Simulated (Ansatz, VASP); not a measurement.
## Pt: VASP beside Ansatz

The input INCAR:

```
ALGO = Normal
EDIFF = 1E-7
EDIFFG = -0.01
ENCUT = 600
GGA = RE
IBRION = 2
ISIF = 3
ISMEAR = -1
LASPH = True
LCHARG = False
LREAL = False
LWAVE = False
NELM = 100
NSW = 80
PREC = Accurate
SIGMA = 0.1
```

KPOINTS

```
k-points
0
Gamma
  12 12 12
```

The input POSCAR:

```
Pt
1.0
    2.5356188197      0.0000000000      0.0000000000
    0.0000000000      2.5356188197      0.0000000000
    0.0000000000      0.0000000000      2.5356188197
Pt
1
Direct
    0.0000000000      0.0000000000      0.0000000000
```

Input for Ansatz:

```yaml
crystal:
  lattice:
    - [2.5356188197, 0.0, 0.0]
    - [0.0, 2.5356188197, 0.0]
    - [0.0, 0.0, 2.5356188197]
  atoms:
    - { symbol: Pt, position: [0.0, 0.0, 0.0] }
hamiltonian:
  xc: revpbe
  pseudopotentials:
    kind: paw
    azcp:
      Pt: "pseudopotentials/Pt.paw.azcp"
basis:
  ecutwfc: 420
  fft_grid_basis: typed
kpoints:
  mp_grid: { grid: [12, 12, 12], shift: [0, 0, 0] }
magnetization:
  spin_polarized: false
scf:
  occupations: { method: fermi_dirac, width: 0.1 }
relax:
  max_steps: 60
  f_tol: 0.01
  cell: {}
```

The cell was built by a generator and needn't be a form met in nature.

Alike in both runs: task relaxation of cell and atoms; functional revPBE; k mesh 12 × 12 × 12; occupations fermi-dirac, width 0.1 eV; no spin polarisation.

|  | VASP | Ansatz |
| --- | --- | --- |
| version | VASP 6.6.1 | Ansatz 0.2.0 |
| potentials or method | VASP PAW PBE potentials, release 64 (Pt) | plane waves (420 eV) with PAW, scalar-relativistic |
| plane-wave cutoff (eV) | 600 | 420 |
| valence electrons in the cell | 10 | 18 |

Ansatz gave:

```
relaxed volume (Å³/atom)                                     : 18.35
relaxed cell length with the largest relative difference (Å) : 2.638
energy change over the relaxation (meV/atom)                 : -161
```

Problem. Which values does VASP return?

Solution. Relaxed volume (Å³/atom): 18.31; relaxed cell length with the largest relative difference (Å): 2.636; energy change over the relaxation (meV/atom): -154.

The two sets of potentials don't hold the same shells in valence.

Caveats: the PAW data sets were made with another functional, which shifts forces and pressure a little (VASP). The runs have no spin-orbit coupling, so splittings on Pt are missing.
